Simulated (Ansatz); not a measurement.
## SnS₂, one cell by several methods

```
CELL_PARAMETERS angstrom
3.59830 0.00000 0.00000
-1.79915 3.11622 0.00000
0.00000 0.00000 5.49400
ATOMIC_POSITIONS crystal
Sn 0.00000 0.00000 0.00000
S 0.66667 0.33333 0.26390
S 0.33333 0.66667 0.73610
```

Atom numbers follow the list: Sn1, S2, S3.

The geometry is COD entry 7038081, unchecked; take it as a test cell.

No spin–orbit coupling, which matters for the heavy atoms here.

Levels of theory: DFT, PBEsol, PAW with Ansatz's default frozen-core files, scalar-relativistic (Ansatz 0.2.0); DFT, PBEsol, all-electron PAW with datasets made for the crystal, scalar-relativistic (Ansatz 0.2.0); DFT, PBEsol, all-electron LAPW, scalar-relativistic (Ansatz 0.2.0).

For PAW: a Γ-centred 10×10×6 k mesh, Fermi–Dirac smearing of 0.01 eV, cutoff 420 eV, no spin polarisation; the PAW files were made with PBE, and the program remakes their frozen cores for this functional. The crystal-made all-electron datasets (AE datasets) take a cutoff of 260 eV at this cell. LAPW targets a basis error of 1 meV/atom. The Ansatz runs share mesh, smearing and spin set-up. Plane-wave (PAW) pressures include the program's estimate of the Pulay term.

Stress and pressure are positive in compression.

Levels count from the top of the valence band.

```csv
quantity,PAW,AE datasets,LAPW
pressure (GPa),5.57,5.55,5.56
stress xx (GPa),5.38,5.36,5.37
stress zz (GPa),5.94,5.93,5.93
"force on S2, z (eV/Å)",0.351,0.348,0.348
band gap (eV),0.990,0.995,0.995
highest filled level at H (eV),-0.501,-0.499,-0.498
lowest empty level at H (eV),3.080,3.084,3.084
highest filled level at A (eV),-0.601,-0.597,-0.597
lowest empty level at A (eV),3.103,3.112,3.112
highest filled level at Γ (eV),-0.004,-0.004,-0.004
lowest empty level at Γ (eV),1.684,1.693,1.693
```

PAW's pressure differs from the LAPW value by about 0.01 GPa or less. Datasets made for the crystal and LAPW share parts of one code, so their agreement isn't an independent check.
